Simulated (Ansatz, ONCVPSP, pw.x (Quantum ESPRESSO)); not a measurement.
# What a changed setting does to a pw.x run (bcc Ti)

Potential: optimised norm-conserving Vanderbilt (ONCV), ONCVPSP 4.0.1.1 (patched build), PBE; core [Ne], reference 3s2 3p6 3d2 4s2; waves: 3s+4s: rc 2.00 bohr, ncon 3, nbas 6, qcut 6 1/bohr, 2 projectors; 3p: rc 1.65 bohr, ncon 4, nbas 7, qcut 10.4 1/bohr, 2 projectors, debl 2 Ha; 3d: rc 1.60 bohr, ncon 4, nbas 9, qcut 9.2 1/bohr, 2 projectors, debl 1.8 Ha; local part: polynomial inside 1.20 bohr (lpopt 5, dvloc0 6 Ha); core correction: Teter function, fcfact 4.5, rcfact 1.45.

The reference run (k-mesh 14³, cutoffs 90/360 Ry, Fermi–Dirac 0.01 Ry, mixing_beta 0.4, conv_thr 1e-9, no spin) gives 0.33 GPa at 17.343 Å³/atom, where all-electron LAPW gives 0.23 GPa. This run, with its own iteration cap, changes degauss to 0.02.

```
&control
  calculation='scf', prefix='x', pseudo_dir='./', outdir='./tmp', tstress=.true., disk_io='none'
/
&system
  ibrav=0, nat=1, ntyp=1, ecutwfc=90, ecutrho=360, nbnd=14,
  occupations='smearing', smearing='fd', degauss=0.02
/
&electrons
  conv_thr=1e-09, mixing_beta=0.4, electron_maxstep=50
/
ATOMIC_SPECIES
Ti 1.0 Ti.UPF
CELL_PARAMETERS angstrom
  -1.63062743 1.63062743 1.63062743
  1.63062743 -1.63062743 1.63062743
  1.63062743 1.63062743 -1.63062743
ATOMIC_POSITIONS crystal
Ti 0.0000 0.0000 0.0000
K_POINTS automatic
14 14 14 0 0 0
```

```bash
pw.x < Ti.scf.in > Ti.scf.out
```

Problem. How does the run end?

Solution. It converges in 7 iterations; the free energy moves by -192.3 meV/atom and the pressure by +1.69 GPa. In a metal, with Fermi–Dirac smearing, F lies below its zero-width value by a term in the square of the width.

```
Message from routine setup:
     using ibrav=0 with symmetry is DISCOURAGED, use correct ibrav instead
     lattice parameter (alat)  =       5.3372  a.u.
     unit-cell volume          =     117.0364 (a.u.)^3
     number of electrons       =        12.00
     number of Kohn-Sham states=           14
     kinetic-energy cutoff     =      90.0000  Ry
     charge density cutoff     =     360.0000  Ry
     scf convergence threshold =      1.0E-09
     Exchange-correlation= PBE
     number of k points=   104  Fermi-Dirac smearing, width (Ry)=  0.0200
     iteration #  1     ecut=    90.00 Ry     beta= 0.40
     total energy              =    -123.09093482 Ry
     estimated scf accuracy    <       0.03494134 Ry
     iteration #  2     ecut=    90.00 Ry     beta= 0.40
     total energy              =    -123.09734241 Ry
     estimated scf accuracy    <       0.00042597 Ry
     iteration #  3     ecut=    90.00 Ry     beta= 0.40
     total energy              =    -123.09736963 Ry
     estimated scf accuracy    <       0.00015368 Ry
     iteration #  4     ecut=    90.00 Ry     beta= 0.40
     total energy              =    -123.09737487 Ry
     estimated scf accuracy    <       0.00000249 Ry
     iteration #  5     ecut=    90.00 Ry     beta= 0.40
     total energy              =    -123.09737467 Ry
     estimated scf accuracy    <       0.00000065 Ry
     iteration #  6     ecut=    90.00 Ry     beta= 0.40
     total energy              =    -123.09737477 Ry
     estimated scf accuracy    <       0.00000003 Ry
     iteration #  7     ecut=    90.00 Ry     beta= 0.40
     the Fermi energy is    13.1012 ev
!    total energy              =    -123.09737477 Ry
     estimated scf accuracy    <          6.3E-10 Ry
     smearing contrib. (-TS)   =      -0.03489790 Ry
     The total energy is F=E-TS. E is the sum of the following terms:
     one-electron contribution =     -41.60941200 Ry
     hartree contribution      =      25.12054444 Ry
     xc contribution           =     -21.54035480 Ry
     ewald contribution        =     -85.03325452 Ry
     convergence has been achieved in   7 iterations
          total   stress  (Ry/bohr**3)                   (kbar)     P=       20.16
     Message from routine punch:
     Nothing written, as per user request (disk_io='none')
```

The run took about 56 s on one core of a shared host (Neoverse-N1, 64 threads, 124 GiB, load 57).
